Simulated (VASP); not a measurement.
Set up this calculation in VASP 6.6.1, as the native input.

| Item | Value |
| --- | --- |
| Task | relaxation of cell and atoms |
| Functional | LDA |
| Potentials or basis | VASP PAW LDA potentials, release 64 (K_sv, Br) |
| Cutoff | 600 eV |
| k mesh | 8 × 8 × 8 |
| Occupations | gaussian, width 0.03 eV |
| Spin | no spin polarisation |
| Further INCAR settings | ALGO = Normal; EDIFF = 1e-07; IBRION = 2; EDIFFG = -0.005; NSW = 90; ISIF = 3 |

The structure of KBr lies in POSCAR:

```
KBr                                     
1.0
    0.0000000000      3.1909146434      3.1909146434
    3.1909146434      0.0000000000      3.1909146434
    3.1909146434      3.1909146434      0.0000000000
  K               Br            
     1     1
Direct
     1.0000000000000000    0.0000000000000000    0.0000000000000000
     0.5000000000000000    0.5000000000000000    0.5000000000000000
```

One way to write it, as run:

INCAR

```
PREC = Accurate
ENCUT = 600
EDIFF = 1E-7
ISMEAR = 0
SIGMA = 0.03
LREAL = False
LASPH = True
NELM = 80
ALGO = Normal
ISIF = 3
LWAVE = False
LCHARG = False
IBRION = 2
NSW = 90
EDIFFG = -0.005
```

KPOINTS

```
regular mesh
0
Gamma
  8 8 8
```

Potentials or basis: VASP PAW LDA potentials, release 64 (K_sv, Br).

Command:

```bash
$ cat potpaw_LDA.64/K_sv/POTCAR potpaw_LDA.64/Br/POTCAR > POTCAR
$ mpirun -np 1 vasp_std > vasp.out
```

Results of the run:

* Pressure after relaxing: 0.0 GPa
* Band gap on the k mesh: 4.32 eV, direct

Caveat: the relaxation stopped at its first step, so nothing moved.

Wall time 17 s on 1 thread of Intel(R) Xeon(R) 6975P-C (Granite Rapids) (shared host), peak memory 0.18 GiB.
